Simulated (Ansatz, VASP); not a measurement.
# K: VASP beside Ansatz

```
CELL_PARAMETERS angstrom
3.58868 0.00000 0.00000
0.00000 3.58868 0.00000
0.00000 0.00000 3.58868
ATOMIC_POSITIONS crystal
K 0.00000 0.00000 0.00000
```

Change from the starting cell: volume scaled by 0.6, LAPW.

Alike in both runs: task single point; functional PBEsol; k mesh 9 × 9 × 9; occupations fermi-dirac, width 0.1 eV; no spin polarisation.

|  | VASP | Ansatz |
| --- | --- | --- |
| version | VASP 6.6.1 | Ansatz 0.2.0 |
| potentials or method | VASP PAW PBE potentials, release 64 (K_sv), cutoff 520 eV | all-electron LAPW, scalar-relativistic |

```tsv
	VASP	Ansatz	Ansatz less VASP
pressure (GPa)	3.7	3.7	0.00
```

Ansatz ran all-electron here, so the differences hold the error of VASP's frozen core and of both bases.

Caveats: the PAW data sets were made with another functional, which shifts forces and pressure a little (VASP).
